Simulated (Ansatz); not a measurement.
# Convergence of a linear-scaling basis for random alloy of the diamond Si-Ge line, x = 0.125 (64 atoms), part 3 of 3

Wanted: errors and times of a linear-scaling basis for random alloy of the diamond Si-Ge line, x = 0.125 (64 atoms). A setting counts as converged where the r.m.s. difference of forces stays under 1 % of the r.m.s. force.

Ansatz 0.2.0; Kohn-Sham DFT, PBE, PAW (set soft_2), plane waves.

The cell: 56 Si and 8 Ge. The host structure and its lattice constant were typed by rule, without a check against the phase diagram. The Brillouin zone is sampled at Γ only, in a cell whose shortest periodic width is 11 Å.

So far. Step 12 (Support functions medium, radius 6.17 Å): Forces differ from the reference by 0.03 meV/Å r.m.s., 0.0086 % of their size, well within a tolerance of 1 %; the energy by -0.053 meV/atom. It took 19 times the reference's time (shared host, so rough).

**13. With total_charge = -1**

Changed here: total_charge = -1.

This step: Kohn-Sham DFT, PBE, PAW (set soft_2), plane waves (Ansatz 0.2.0).

Contents of input.yaml:

```yaml
crystal:
  lattice:
    - [11.01075, 0.0, 0.0]
    - [0.0, 11.01075, 0.0]
    - [0.0, 0.0, 11.01075]
  atoms:
    [... the 64 atom lines of step 2 ...]
kpoints:
  mp_grid: { grid: [1, 1, 1] }
hamiltonian:
  xc: pbe
scf:
  occupations: { method: fermi_dirac, width: 0.05 }
output:
  forces: true
  stress: true
  populations: true
  dos:
    method: { smearing: { sigma: 0.08 } }
    de: 0.1
    projected: { site_lists: { Ge: [Ge], Si: [Si] } }
  eigenvalues: true
total_charge: -1
```

The run is started by

```console
$ ansatz run input.yaml --threads 4 --pin off --max-ram 8192MiB --backend cpu --events-out ev --progress --plain --runs-dir out
```

Standard output:

```text
[...]
Crystal: 64 atoms, lattice volume = 1334.906 Å³
Basis set: ecut = 420 eV, 26001 PW (Γ), exchange–correlation on 150×150×150 points (8 copies of the dense FFT grid, shifted against one another)
Bands: 233, of which v1, the nominal top of the filled ones, is band 169 counted from 1 (168 counted from 0)
Symmetry: 1 space group operations
[...]
k-points: 1
[...]
SCF iter   1: F=—  HF=-69950.600816 eV  |F-HF|=—  |Δ(HF+E_count)|=         —  Δρ=4.85e-3  dr2=8.66e-1  ethr=1.77e-3  ⟨swp⟩=7.0  Hψ=1118  notcnv=0  defer=22
[...]
SCF iter   8: F=—  HF=-69950.360968 eV  |F-HF|=—  |Δ(HF+E_count)|=   7.69e-7  Δρ=2.75e-6  dr2=1.21e-7  ethr=2.97e-11  ⟨swp⟩=19.0  Hψ=1600  notcnv=0
SCF iter   9: F=-69950.360968 eV  HF=-69950.360968 eV  |F-HF|=1.23e-8  |Δ(HF+E_count)|=   3.93e-8  Δρ=9.09e-7  dr2=1.46e-8  ethr=2.97e-11  ⟨swp⟩=4.0  Hψ=739  notcnv=0
SCF 1 converged in 9 iterations: F = -69950.360968 eV  dr2 = 1.46e-8
[...]
SCF converged after 9 iterations
Free energy (F): -69950.360968 eV
[...]
Internal energy: -69950.201468 eV  (E = F + TS)
E sigma→0 (E₀):  -69950.281218 eV
Entropy (-TS):   -0.159500 eV (-2.492 meV/atom)
Fermi energy:    6.917594 eV
[...]
Σ components = -69950.360968   (vs F -69950.360968, Δ=0.00e0)
--- Forces (eV/Å), atoms counted from 1 ---
  atom   1  Si    -0.64233553     0.18969616    -0.08034188
  atom   2  Si     0.50969819    -0.25025074     0.46384408
  atom   3  Si    -0.75046774     0.08082968    -0.66568760
  atom   4  Ge     0.28968608    -0.40880023     0.26923368
[...]
atom  64  Si    -0.01765532    -0.07960853     0.02449083
  max |Σ_I F_I| component: 2.57e-6 eV/Å
--- Stress (GPa, compression-positive) ---
        0.126541       0.141386      -0.139135
        0.141386       0.151391       0.215013
       -0.139135       0.215013       0.180159
  P = ⅓ Tr σ = 0.1527 GPa (1.527 kbar)
--- Band table (eV) ---
[...]
--- Löwdin populations: 64 sites ---
  site symbol       q [e]
     0     Si      3.9808
     1     Si      3.9789
     2     Si      3.9521
[...]
63     Si      3.9784
  spilling = 0.006913 (of n_electrons = 337.000000)
```

Elapsed: 11 s, on 4 threads of Arm Neoverse V2, shared host; peak memory 1.3 GiB; 41 s of CPU time.

Forces differ from the reference by 24 meV/Å r.m.s., 6.9 % of their size.

**14. Cost against change**

Each row is set against the plane-wave reference (Kohn-Sham DFT, PBE, PAW (set soft_2), plane waves; r.m.s. force component 0.350 eV/Å). Energies are set beside the reference only for runs with its functional, potentials and electron count. Times are for 4 threads of Arm Neoverse V2, shared host. The reference's time includes the DOS, the stress and grids, which some other runs skip.

```
                           run  Δ force, r.m.s. (meV/Å)  share of r.m.s. force (%)  Δ energy (meV/atom)  Δ gap (eV)  cycles  time  host memory (GiB)
                     reference                        -                          -                    -           -       8  11 s                1.2
plane waves at 750 eV (750 eV)                    0.048                     0.0136               -0.372           0       8  14 s                2.5
             total_charge = -1                     24.1                       6.90                    -           -       9  11 s                1.3
```

**15. What each setting buys**

Each row is set against the run with plane waves at 750 eV (Kohn-Sham DFT, PBE, PAW (set soft_2), plane waves; r.m.s. force component 0.350 eV/Å). Energies are set beside the reference only for runs with its functional, potentials and electron count. Times are for 4 threads of Arm Neoverse V2, shared host.

```
                                    run  Δ force, r.m.s. (meV/Å)  share of r.m.s. force (%)  Δ energy (meV/atom)  Δ gap (eV)  cycles     time  host memory (GiB)
                              reference                        -                          -                    -           -       8     14 s                2.5
               support functions medium                    0.094                     0.0269              -0.0534           0      11     62 s                2.7
                  support functions low                    0.095                     0.0272              -0.0534           0      10     55 s                2.7
                 support functions high                    0.012                     0.0035              -0.0571      1.0e-4      15  2.5 min                4.4
support functions medium, radius 3.99 Å                     0.12                     0.0344              -0.0534           0      11     57 s                2.6
support functions medium, radius 4.32 Å                    0.067                     0.0192              -0.0534      1.0e-4      11     68 s                3.0
support functions medium, radius 4.61 Å                    0.039                     0.0111              -0.0534      1.0e-4      10     76 s                3.3
support functions medium, radius 4.94 Å                    0.032                     0.0093              -0.0534      1.0e-4      12  1.8 min                3.8
support functions medium, radius 5.55 Å                     0.03                     0.0085              -0.0534      1.0e-4      12  2.9 min                4.8
support functions medium, radius 6.17 Å                     0.03                     0.0086              -0.0534      1.0e-4      12  4.5 min                6.0
```

**16. The first run in detail**

The first run, on the default basis, asked for the full analyses, so its electronic structure is set out here.

Length of the force by element and coordination:

```
element  coordination  atoms  mean length of the force (eV/Å)  spread   least  most
     Ge           all      8                            0.619   0.199   0.435  1.11
     Si           all     56                            0.533   0.273  0.0987  1.63
```

Löwdin charges by element and coordination (they lack the spilled electrons, 0.034 e an atom on average):

```
element  coordination  atoms  mean charge (e)  spread    least     most
     Ge           all      8          -0.0384  0.0124  -0.0562  -0.0236
     Si           all     56           0.0443  0.0151   0.0275   0.0825
```

Charge against the make-up of the first shell:

```
Si neighbours of Si  atoms  mean charge (e)
                  2      5            0.078
                  3     18            0.055
                  4     33            0.033
```

Density of states as counts of states in windows of 1 eV (from the Fermi level), total and the larger projections:

```
from (eV)  to (eV)  total  Si p  Si s  Ge p
      -10       -9    7.1   1.4   5.2   0.2
       -9       -8   22.5   7.5  11.4   1.1
       -8       -7   21.5   9.4  10.2   1.4
       -7       -6    3.5   1.6   1.2   0.2
       -6       -5   20.5   9.7   8.5   1.4
       -5       -4   36.5  29.0   2.4   4.3
       -4       -3   35.2  27.1   4.0   3.5
       -3       -2   24.0  20.9   0.0   2.9
       -2       -1   40.3  34.7   0.0   5.0
       -1        0    6.0   5.0   0.0   0.8
        0        1   29.0  14.2   8.7   1.6
        1        2   10.8   5.4   3.1   0.5
        2        3   40.3  20.4   7.7   2.6
        3        4   26.4  14.6   0.2   1.9
```

Between -25 and -10 eV lie 119 more states.

The levels nearest the highest filled one (over half full), pooled over k-points and spins:

```
level less the highest filled one (eV)  occupation
                                 -1.20           2
                                 -1.20           2
                                 -1.18           2
                               -0.0687        2.00
                               -0.0617        2.00
                                     0        2.00
                                 0.623       0.003
                                 0.639       0.002
                                 0.689       0.001
                                 0.693       0.001
                                 0.717           0
                                 0.747           0
```

Electrostatic potential energy in the ac plane at fractional y = 0.000, with atoms of Si and Ge within 0.2 Å of it. With pseudopotentials it is smooth inside the atoms' cores, unlike the true potential.

Ten even steps from '_' (-49 eV) to '@' (10 eV), each cell a mean:
```
__..**%%@@@@@@@@@@@@@@@@@@**::____==%%@@@@@@@@@@@@@@@@@@%%++..
++**%%@@@@@@@@@@@@@@@@@@@@%%##++**##@@@@@@@@@@@@@@@@@@@@@@%%**
@@@@@@@@@@@@@@@@@@@@@@@@@@@@@@@@@@@@@@@@@@@@@@@@@@@@@@@@@@@@@@
@@@@@@@@@@@@%%##%%%%@@@@@@@@@@@@@@@@@@@@@@@@%%%%%%@@@@@@@@@@@@
@@@@@@@@@@%%++====++%%@@@@@@@@@@@@@@@@@@@@##==::==##@@@@@@@@@@
@@@@@@@@@@**--::::--##@@@@@@@@@@@@@@@@@@%%==______++%%@@@@@@@@
@@@@@@@@@@##==----==##@@@@@@@@@@@@@@@@@@%%++..__..**%%@@@@@@@@
@@@@@@@@@@%%##****##@@@@@@@@@@@@@@@@@@@@@@%%**++**%%@@@@@@@@@@
@@@@@@@@@@@@@@@@@@@@@@@@@@@@@@@@@@@@@@@@@@@@@@@@@@@@@@@@@@@@@@
%%%%@@@@@@@@@@@@@@@@@@@@@@@@%%%%%%%%@@@@@@@@@@@@@@@@@@@@@@@@%%
::==##@@@@@@@@@@@@@@@@@@@@##==::--**%%@@@@@@@@@@@@@@@@@@%%##--
__..++%%@@@@@@@@@@@@@@@@%%**..____--##@@@@@@@@@@@@@@@@@@%%==__
__::**%%@@@@@@@@@@@@@@@@@@##::__..==%%@@@@@@@@@@@@@@@@@@%%++..
++##%%@@@@@@@@@@@@@@@@@@@@%%##****%%@@@@@@@@@@@@@@@@@@@@@@%%**
@@@@@@@@@@@@@@@@@@@@@@@@@@@@@@@@@@@@@@@@@@@@@@@@@@@@@@@@@@@@@@
@@@@@@@@@@@@%%%%%%%%@@@@@@@@@@@@@@@@@@@@@@@@%%%%%%@@@@@@@@@@@@
@@@@@@@@@@%%++::::++%%@@@@@@@@@@@@@@@@@@@@##==--==##@@@@@@@@@@
@@@@@@@@@@##::____..##@@@@@@@@@@@@@@@@@@%%==______==%%@@@@@@@@
@@@@@@@@@@##--____--##@@@@@@@@@@@@@@@@@@%%++..__..++%%@@@@@@@@
@@@@@@@@@@@@##****##@@@@@@@@@@@@@@@@@@@@@@%%**++**%%@@@@@@@@@@
@@@@@@@@@@@@@@@@@@@@@@@@@@@@@@@@@@@@@@@@@@@@@@@@@@@@@@@@@@@@@@
%%%%@@@@@@@@@@@@@@@@@@@@@@@@%%%%%%@@@@@@@@@@@@@@@@@@@@@@@@@@%%
::==##@@@@@@@@@@@@@@@@@@@@%%++----**%%@@@@@@@@@@@@@@@@@@%%##==
____++%%@@@@@@@@@@@@@@@@%%**..____--##@@@@@@@@@@@@@@@@@@%%==__
```
Columns run along a (11.0 Å; values clipped at the 3rd and 97th percentile), rows up along c (11.0 Å). Atoms in or near the plane, at fractional coordinates: Si at (0.00, 0.00), Si at (0.25, 0.25), Si at (0.00, 0.50), Ge at (0.25, 0.75), Si at (0.50, 0.00), Si at (0.75, 0.25), Si at (0.50, 0.50), Si at (0.75, 0.75).

Valence density in the ac plane at fractional y = 0.000, with atoms of Si and Ge within 0.2 Å of it. It is the smooth field of the valence electrons, not physical close to the nuclei.

Ten steps, logarithmic in the rise over the least value, from '_' (0 e/Å³) to '@' (30 e/Å³), each cell a mean:
```
__......________________......__......__________________......
........________________..............__________________......
......____________________............____________________....
__________............__________________..............________
________....--++++--....________________..............________
________..::**@@@@++::..________________......__......________
________..::==%%##==....________________..............________
________....::::::::..__________________..............________
____________........____________________............__________
........________________..............__________________......
........________________..............__________________......
__......________________......____....__________________....__
__......________________..............__________________......
........________________..............__________________......
......____________________..........______________________....
__________..............________________..............________
________................________________..............________
________......____......________________......__......________
________................________________......__......________
__________............__________________..............________
____________........____________________............__________
........__________________............__________________......
........________________..............__________________......
__......________________......____....__________________....__
```
Columns run along a (11.0 Å), rows up along c (11.0 Å). Atoms in or near the plane, at fractional coordinates: Si at (0.00, 0.00), Si at (0.25, 0.25), Si at (0.00, 0.50), Ge at (0.25, 0.75), Si at (0.50, 0.00), Si at (0.75, 0.25), Si at (0.50, 0.50), Si at (0.75, 0.75).

Mean Löwdin charges: Ge -0.04, Si +0.04 e (they miss 0.65 % of the electrons, so they add up to more than the cell's charge). Charges this small depend on the projection, at times even in sign. The charge on Si changes by -0.022 e for each Si neighbour that takes the place of another kind, on average. The largest share in the top eV of filled states is Si p (86 % of the projected weight), and in the lowest eV of empty states Si p (52 % of the projected weight).

**17. Local order**

These statistics describe the geometry on which the runs were made.

Density 2.68 g/cm³, 20.86 Å³ an atom.

g(r), total and by pair (bins of 0.1 Å):

```
r (Å)  total  Si-Si  Si-Ge  Ge-Ge
 2.15   0.00   0.00   0.00   0.00
 2.25   0.10   0.00   0.46   0.00
 2.35   8.40   8.92   7.18   0.00
 2.45   3.18   2.76   4.03  11.30
 2.55   0.00   0.00   0.00   0.00
 2.65   0.00   0.00   0.00   0.00
 2.75   0.00   0.00   0.00   0.00
 2.85   0.00   0.00   0.00   0.00
 2.95   0.00   0.00   0.00   0.00
 3.05   0.00   0.00   0.00   0.00
 3.15   0.00   0.00   0.00   0.00
 3.25   0.00   0.00   0.00   0.00
 3.35   0.00   0.00   0.00   0.00
 3.45   0.00   0.00   0.00   0.00
 3.55   0.00   0.00   0.00   0.00
 3.65   0.00   0.00   0.00   0.00
 3.75   0.00   0.00   0.00   0.00
 3.85   7.96   8.05   7.75   6.63
 3.95   5.18   5.05   5.68   4.31
 4.05   0.00   0.00   0.00   0.00
 4.15   0.00   0.00   0.00   0.00
 4.25   0.00   0.00   0.00   0.00
 4.35   0.00   0.00   0.00   0.00
 4.45   0.08   0.07   0.12   0.00
 4.55   8.58   8.64   8.55   6.38
 4.65   0.90   0.82   1.11   1.55
 4.75   0.00   0.00   0.00   0.00
 4.85   0.00   0.00   0.00   0.00
 4.95   0.00   0.00   0.00   0.00
 5.05   0.00   0.00   0.00   0.00
 5.15   0.00   0.00   0.00   0.00
 5.25   0.00   0.00   0.00   0.00
 5.35   0.00   0.00   0.00   0.00
 5.45   1.30   1.29   1.34   1.11
 5.55   1.99   1.97   2.10   1.07
 5.65   0.00   0.00   0.00   0.00
 5.75   0.00   0.00   0.00   0.00
 5.85   0.00   0.00   0.00   0.00
 5.95   2.84   2.89   2.66   2.82
 6.05   2.70   2.67   2.74   3.64
 6.15   0.00   0.00   0.00   0.00
 6.25   0.00   0.00   0.00   0.00
 6.35   0.00   0.00   0.00   0.00
 6.45   0.00   0.00   0.00   0.00
```

Bonds by pair of elements; cutoffs follow the first minimum of g(r), held within bounds set by covalent radii, and pairs that aren't listed don't count as bonded:

```
pair A-B  cutoff (Å)  bonds  mean length (Å)  spread (Å)  shortest (Å)  B about A  A about B
   Si-Si        2.83     98             2.38       0.025          2.31        3.5        3.5
   Si-Ge        2.83     28             2.38       0.031          2.29        0.5        3.5
   Ge-Ge        2.83      2             2.40       0.002           2.4        0.5        0.5
```

How many atoms have how many bonded neighbours:

```
element  mean   4
     Ge     4   8
     Si     4  56
```

Rings of the network by King's shortest-path rule, up to 12 atoms, one path for each pair of neighbours; H, halogens, alkali and alkaline-earth atoms are left out:

```
ring size (atoms)  rings  per network atom
                6    126              1.97
```

With the cutoffs above, all Ge atoms have 4 and all Si atoms have 4 bonded neighbours. All rings counted have 6 atoms.

The surroundings of Si24, which bears the longest force, nearest first, numbered as they follow in the input and with coordinates relative to it.

```
atom      x      y      z  distance (Å)  bonds  Löwdin charge (e)     Fx     Fy  Fz (eV/Å)
Si24   0.00   0.00   0.00          0.00      4               0.06   1.01   0.85       0.96
Ge23  -1.33  -1.32  -1.32          2.29      4              -0.03  -0.95  -0.41      -0.41
 Si5  -1.35   1.40   1.41          2.40      4               0.06  -0.45  -0.14      -0.89
Si33   1.40   1.41  -1.38          2.41      4               0.05  -0.25  -0.29       0.08
Si51   1.40  -1.40   1.41          2.43      4               0.03   0.21   0.71      -0.23
Ge30   0.04  -2.72  -2.72          3.85      4              -0.03   0.06  -0.28      -0.33
Si28  -2.73   0.03  -2.73          3.86      4               0.08  -0.27  -0.32       0.09
Si22   0.02  -2.71   2.76          3.87      4               0.06   0.44  -0.76       0.03
Si18  -2.73  -2.75   0.00          3.87      4               0.05  -0.19   0.31       0.40
Si20  -2.71   0.03   2.78          3.88      4               0.06  -0.39   0.04      -0.36
```

**18. Summary of results**

```json
{"free energy per atom": "-1093.0818 eV/atom", "density": "2.679 g/cm³", "pressure": "0.5797 GPa", "r.m.s. force component": "0.3496 eV/Å", "gap (highest filled to lowest empty level)": "0.6232 eV", "wall time of the 12 DFT runs": "18 min"}
```

In words: Against plane waves at 750 eV, the forces differ by 0.094 meV/Å (0.027 %) with support functions medium, and by 0.012 meV/Å in the closest run (support functions high). At 64 atoms the fastest of the runs at a preset level, support functions low, takes 3.8 times the time of plane waves, in 10 SCF cycles against 8. Differences between support functions and plane waves include what basis error the plane-wave run still has. As the radius goes from 3.99 to 6.17 Å, the force difference goes from 0.12 to 0.03 meV/Å, and the time from 57 s to 4.5 min.

Between filled and empty levels lie 0.623 eV at Γ alone; the mesh holds the band edges only if they fold onto it, so the gap at this level can be narrower or closed, while semilocal functionals tend to narrow gaps against experiment. With the cutoffs above, all Ge atoms have 4 and all Si atoms have 4 bonded neighbours.

Caveats: The geometry was built by rule, was displaced at random and isn't relaxed at this level: its force components are 0.35 eV/Å r.m.s. Charged cells carry a uniform neutralising background, with no correction for images.

[Long decimals in the printed logs are rounded to 6 places.]

[Logs are printed without paths, hosts, clocks, repeated set-up lines and the standing remarks that a program may print on its own settings, such as how far it seeks lower states.]

[Hosts, paths, dates, database ids (printed as entryN), source tags and the programs' standing remarks are cut or masked in the printed files.]
